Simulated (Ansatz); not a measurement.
## Slab of fcc Bi (110), 4 layers

The slab is cut from the fcc crystal, which needn't be the stable phase, as relaxed on PAW files (31.74 Å³/atom), with 16 Å of vacuum and a dipole correction:

```
Bi
1.0
     3.55389    0.00000    0.00000
     0.00000    5.02596    0.00000
     0.00000    0.00000   21.33080
Bi
4
Direct
  0.25000 0.25000 0.37504
  0.75000 0.75000 0.45835
  0.25000 0.25000 0.54165
  0.75000 0.75000 0.62496
```

Level of theory: DFT with PBE, scalar-relativistic, in Ansatz 0.2.0; a Γ-centred 12×8×1 k mesh, Fermi–Dirac smearing of 0.1 eV, no spin polarisation. LAPW: all electrons, basis error target 1 meV/atom; PAW: frozen-core files, cutoff 420 eV.

The bulk energy comes from a cell in the slab's orientation on a 12×8×12 mesh. The surface energy is (E(slab) − N·E(bulk))/2A at zero smearing, the mean of both faces; thin slabs carry quantum-size effects.

Spin–orbit coupling is left out, which matters for the heavy atoms.

Task: As cut, the LAPW slab lies 0.889 eV above 4 atoms of bulk. What surface energy is that?

Result: Over two faces of 17.86 Å² it is 24.9 meV/Å², and times 16.02 J/m² per eV/Å² that gives γ = 0.399 J/m².

Task: What do relaxation and the other method give, and what work function comes out?

Result: 

| method | γ as cut (J/m²) | γ relaxed (J/m²) | Φ as cut (eV) | Φ relaxed (eV) |
| --- | --- | --- | --- | --- |
| LAPW | 0.399 | 0.224 | 4.08 | 3.62 |
| PAW | 0.399 | 0.223 | 4.08 | 3.62 |

Task: How do the spacings between the planes relax?

Result: From the bottom face up: d12 -42.4 % of 1.777 Å, d23 +23.1 % of 1.777 Å, d34 -42.4 % of 1.777 Å.

Task: A 4f core hole is made on one atom of each kind in every 1×1 cell (PAW hole dataset, neutral cell, valence without spin). What does it cost by layer?

Result: layer 1 157.58 eV, layer 2 157.60 eV. Shifts between layers mean more than the absolute values, and a whole layer of holes screens otherwise than one hole.
